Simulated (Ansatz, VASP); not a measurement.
**One calculation of Cu, two programs**

```
Cu
1.0
     2.95106    0.00000    0.00000
     0.00000    2.95106    0.00000
     0.00000    0.00000    2.70393
Cu
2
Direct
  0.00000 0.00000 0.00000
  0.50000 0.50000 0.50000
```

Change from the starting cell: strain along c alone, the other axes held, atoms relaxed: -2.0 %.

Alike in both runs: task single point; functional PBE; k mesh 14 × 14 × 16; occupations gaussian, width 0.1 eV; no spin polarisation.

|  | VASP | Ansatz |
| --- | --- | --- |
| version | VASP 6.6.1 | Ansatz 0.2.0 |
| potentials or method | VASP PAW PBE potentials, release 64 (Cu) | scalar-relativistic, plane waves, PAW |
| plane-wave cutoff (eV) | 520 | 420 |
| valence electrons in the cell | 22 | 38 |

|  | VASP | Ansatz | Ansatz less VASP |
| --- | --- | --- | --- |
| gap on the k mesh at the Fermi level (eV) | none | none | - |
| pressure (GPa) | 4.3 | 2.9 | -1.36 |
| largest component of the traceless stress (GPa) | 0.18 | 0.14 | -0.036 |

A gap of «none» marks a metal or a gap that the smearing closes. With one functional, cell and mesh, what is left measures potentials, basis and numerics. The two sets of potentials don't hold the same shells in valence.
